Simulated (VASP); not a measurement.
# InAs (d3) (F-43m) in VASP: further runs

One crystal, InAs (d3), is run at these levels: PBE+D3(BJ); tasks: single point, relaxation of cell and atoms.

Everything below comes from runs of VASP 6.6.1. Logs are shortened: lines on timing, memory, paths and dates and some standing lists are left out, and cuts for length are marked.

**The experiment to reproduce.**

A printed reference work, data compilation reports, for a bulk crystal of InAs at 4.2 K: band gap 0.418 eV (direct).

The runs below are set against these values where they give the same quantity.

### Step 1. The structure

Symmetry: F-43m, No. 216, cubic system. The conventional cell has a = 6.111 Å, b = 6.111 Å, c = 6.111 Å, α = 90.00°, β = 90.00°, γ = 90.00°. In (site symmetry -43m) has 4 As at 2.65 Å as nearest neighbours. As (site symmetry -43m) is surrounded by 4 In at 2.65 Å.

### Step 2. Single point, PBE+D3(BJ)

Contents of INCAR:

```
PREC = Accurate
ENCUT = 520
EDIFF = 1E-7
ISMEAR = 0
SIGMA = 0.1
LREAL = False
LASPH = True
NELM = 100
ALGO = Fast
ISIF = 2
LWAVE = False
LCHARG = True
GGA = PE
IVDW = 12
LELF = True
LVHAR = True
NBANDS = 16
```

Contents of KPOINTS:

```
Automatic mesh
0
Gamma
  12 12 12
```

Contents of POSCAR:

```
InAs
1.0
    0.0000000000      3.0554705470      3.0554705470
    3.0554705470      0.0000000000      3.0554705470
    3.0554705470      3.0554705470      0.0000000000
In As
1 1
Direct
    0.0000000000      0.0000000000      0.0000000000
    0.2500000000      0.2500000000      0.2500000000
```

Potentials or basis: VASP PAW PBE potentials, release 64 (In_d, As).

Run with:

```
cat potpaw_PBE.64/In_d/POTCAR potpaw_PBE.64/As/POTCAR > POTCAR
mpirun -np 1 vasp_std > vasp.out
```

OUTCAR:

```text
PREC = Accurate
   ENCUT = 520
   EDIFF = 1E-7
   ISMEAR = 0
   LREAL = False
   LASPH = True
   NELM = 100
   ISIF = 2
   GGA = PE
   IVDW = 12
 IVDW          = 12

 ion  position               nearest neighbor table
   1  0.000  0.000  0.000-   2 2.65   2 2.65   2 2.65   2 2.65
   2  0.250  0.250  0.250-   1 2.65   1 2.65   1 2.65   1 2.65

  LATTYP: Found a face centered cubic cell.
 ALAT       =     6.1109410940

  Lattice vectors:

 A1 = (   0.0000000000,   3.0554705470,   3.0554705470)
 A2 = (   3.0554705470,   0.0000000000,   3.0554705470)
 A3 = (   3.0554705470,   3.0554705470,   0.0000000000)

Analysis of symmetry for initial positions (statically):
=====================================================================
 Subroutine PRICEL returns:
 Original cell was already a primitive cell.

 Routine SETGRP: Setting up the symmetry group for a
 face centered cubic supercell.

 Subroutine GETGRP returns: Found 24 space group operations
 (whereof 24 operations were pure point group operations)
 out of a pool of 48 trial point group operations.

The static configuration has the point symmetry T_d .

Analysis of symmetry for dynamics (positions and initial velocities):
=====================================================================
 Subroutine PRICEL returns:
 Original cell was already a primitive cell.

 Routine SETGRP: Setting up the symmetry group for a
 face centered cubic supercell.

 Subroutine GETGRP returns: Found 24 space group operations
 (whereof 24 operations were pure point group operations)
 out of a pool of 48 trial point group operations.

The dynamic configuration has the point symmetry T_d .

 Subroutine INISYM returns: Found 24 space group operations
 (whereof 24 operations are pure point group operations),
 and found     1 'primitive' translations

----------------------------------------------------------------------------------------

                                     Primitive cell

  volume of cell :      57.0511

  direct lattice vectors                    reciprocal lattice vectors
     0.000000000  3.055470547  3.055470547    -0.163640916  0.163640916  0.163640916
     3.055470547  0.000000000  3.055470547     0.163640916 -0.163640916  0.163640916
     3.055470547  3.055470547  0.000000000     0.163640916  0.163640916 -0.163640916

  length of vectors
     4.321087887  4.321087887  4.321087887     0.283434381  0.283434381  0.283434381

  position of ions in fractional coordinates (direct lattice)
     0.000000000  0.000000000  0.000000000
     0.250000000  0.250000000  0.250000000

[... 79 lines left out ...]
   NSW    =      0    number of steps for IOM
   IBRION =     -1    ionic relax: 0-MD 1-quasi-New 2-CG
   NFREE  =      0    steps in history (QN), initial steepest desc. (CG)
   ISIF   =      2    stress and relaxation
   ISYM   =      2    0-nonsym 1-usesym 2-fastsym
   POTIM  = 0.5000    time-step for ionic-motion
   TEBEG  =    0.0;   TEEND  =   0.0 temperature during run
   PSTRESS=    0.0 pullay stress
   NELECT =      18.0000    total number of electrons
   NUPDOWN=      -1.0000    fix difference up-down
   EMIN   =  10.00;   EMAX   =-10.00  energy-range for DOS
   EFERMI =   0.00;   METHOD = LEGACY
   ISMEAR =     0;   SIGMA  =   0.10  broadening in eV -4-tet -1-fermi 0-gaus
   EFERMI_NEDOS =   21; number of points for ismear=-14 and -15
   IALGO  =     68    algorithm
   IMIX   =      4    mixing-type and parameters
     AMIX     =   0.40;   BMIX     =  1.00
     AMIX_MAG =   1.60;   BMIX_MAG =  1.00
  volume/ion in A,a.u.               =      28.53       192.50
  Fermi-wavevector in a.u.,A,eV,Ry     =   1.114494  2.106087 16.899741  1.242096
  Thomas-Fermi vector in A             =   2.251089
   LORBIT       =      0    0 simple, 1 ext, 2 COOP (PROOUT), +10 PAW based schemes
   GGA     = PE    functional components
   LHFCALC =     F    Hartree Fock is set to
   AEXX    =    0.0000 exact exchange contribution
   IVDW    =    12    specifies the selected vdW correction
   LEPSILON=     F    determine dielectric tensor
   LRPA    =     F    only Hartree local field effects (RPA)
 non-spin polarized calculation
 RMM-DIIS sequential band-by-band and
 Gauss-broadening in eV      SIGMA  =   0.10
  energy-cutoff  :      520.00
  volume of cell :       57.05
 maximum number of plane-waves:      1572
   NGX = 17   NGY = 17   NGZ = 17

 number of electron      17.9999996 magnetization

 Free energy of the ion-electron system (eV)
  ---------------------------------------------------
  ext. energy  EPLUGINS =         0.00000000
  ---------------------------------------------------
  free energy    TOTEN  =        -7.70610176 eV

  energy without entropy =       -7.70594683  energy(sigma->0) =       -7.70602430

 E-fermi :   4.2552     XC(G=0):  -8.9553

 val. band max:        4.1931482060   @ k =   0.0000   0.0000   0.0000
 cond. band min:       4.9189594555   @ k =   0.0833   0.0000   0.0000
 fundamental gap:      0.7258112494
 Fermi energy:         4.2552177952

 k-point     1 :       0.0000    0.0000    0.0000
  band No.  band energies     occupation
      1     -10.1364      2.00000
      2     -10.1364      2.00000
      3     -10.1364      2.00000
      4     -10.0232      2.00000
      5     -10.0232      2.00000
      6      -7.4687      2.00000
[... 433 lines left out ...]
      3     -10.0973      2.00000
      4     -10.0224      2.00000
      5     -10.0176      2.00000
      6      -5.9547      2.00000
[... 8 lines left out ...]
     15      13.7967      0.00000
     16      14.2328      0.00000

 [... further k-points ...]

------------------------ aborting loop because EDIFF is reached ----------------------------------------

 Edisp (eV)   -0.62405

 E8    (eV) :    -0.2891

  FORCE on cell =-STRESS in cart. coord.  units (eV):
  Direction    XX          YY          ZZ          XY          YZ          ZX
  --------------------------------------------------------------------------------------
  -------------------------------------------------------------------------------------
  Total       0.02064     0.02064     0.02064     0.00000    -0.00000    -0.00000
  in kB       0.57958     0.57958     0.57958     0.00000    -0.00000    -0.00000
  external pressure =        0.58 kB  Pullay stress =        0.00 kB

 VOLUME and BASIS-vectors are now :
 -----------------------------------------------------------------------------
  energy-cutoff  :      520.00
  volume of cell :       57.05
      direct lattice vectors                 reciprocal lattice vectors
     0.000000000  3.055470547  3.055470547    -0.163640916  0.163640916  0.163640916
     3.055470547  0.000000000  3.055470547     0.163640916 -0.163640916  0.163640916
     3.055470547  3.055470547  0.000000000     0.163640916  0.163640916 -0.163640916

 POSITION                                       TOTAL-FORCE (eV/Angst)
 -----------------------------------------------------------------------------------
      0.00000      0.00000      0.00000         0.000000      0.000000      0.000000
      1.52774      1.52774      1.52774        -0.000000     -0.000000     -0.000000
 -----------------------------------------------------------------------------------
    total drift:                               -0.000000     -0.000000     -0.000000

  FREE ENERGIE OF THE ION-ELECTRON SYSTEM (eV)
  ---------------------------------------------------
  free  energy   TOTEN  =        -8.3301558071 eV

  energy  without entropy=       -8.3300008713  energy(sigma->0) =       -8.33007834
```

stdout:

```text
POSCAR found type information on POSCAR InAs
 POSCAR found :  2 types and       2 ions
 scaLAPACK will be used
 LDA part: xc-table for (Slater+PW92), standard interpolation
 POSCAR, INCAR and KPOINTS ok, starting setup
 FFT: planning ... GRIDC
 FFT: planning ... GRID_SOFT
 FFT: planning ... GRID
 WAVECAR not read
 entering main loop
```

Wall time 62 s (1 thread of Intel Xeon Platinum 8488C (Sapphire Rapids), shared host); peak memory 0.22 GiB.

Results:

```yaml
Free_energy: -8.3302 eV
Pressure: 0.1 GPa
Band_gap_on_the_k_mesh: none (metal or under the smearing width)
Dispersion_energy_per_atom: -0.312 eV
```

Caveat: pairwise dispersion overbinds metals, which lowers pressure and volume; this crystal is a semiconductor, whose small gap the functional closes, so the metal is an error of the method.

(Part 1 of 3 ends here.)
